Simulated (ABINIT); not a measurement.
Runs of ABINIT 10.8.3 (patched build) on Pb. The structure is cubic, space group Fm-3m (No. 225). The conventional cell has a = 4.950 Å, b = 4.950 Å, c = 4.950 Å, α = 90.00°, β = 90.00°, γ = 90.00°. Pb (site symmetry m-3m) is surrounded by 12 Pb at 3.50 Å. 

```tsv
potentials or basis	cutoff (eV)	fine-grid cutoff	gap on the mesh (eV)	pressure (GPa)
SG15 NC PBE v1.2	599	-	none	(a)
JTH PAW PBE v2.0	707	1306.15 eV	none	0.9
PseudoDojo NC SR PBE v0.4.1 standard	925	-	none	0.3
Ansatz PAW PBE default generated set, frozen core	490	979.61 eV	none	1.1
Ansatz NC r2SCAN	1007	-	none	1.1
```

Alike in all rows: task band structure; level r2SCAN; no spin polarisation; cell as given; k mesh 9 × 9 × 9; smearing fermi-dirac 0.05 eV.

Task: Estimate the missing entries.

Result: (a) -0.3.

Caveats: spin-orbit coupling is left out, which moves the levels of the heavy elements; the potentials were made for another functional, which shifts forces and pressure (some runs); the PAW data sets were made with another functional, which shifts forces and pressure a little (some runs); a meta-GGA on potentials with a model core is unreliable (some runs).

A k mesh can miss the band edges, and the runs leave out spin-orbit coupling on Pb.

A gap of «none» marks a metal or a gap under the smearing width.
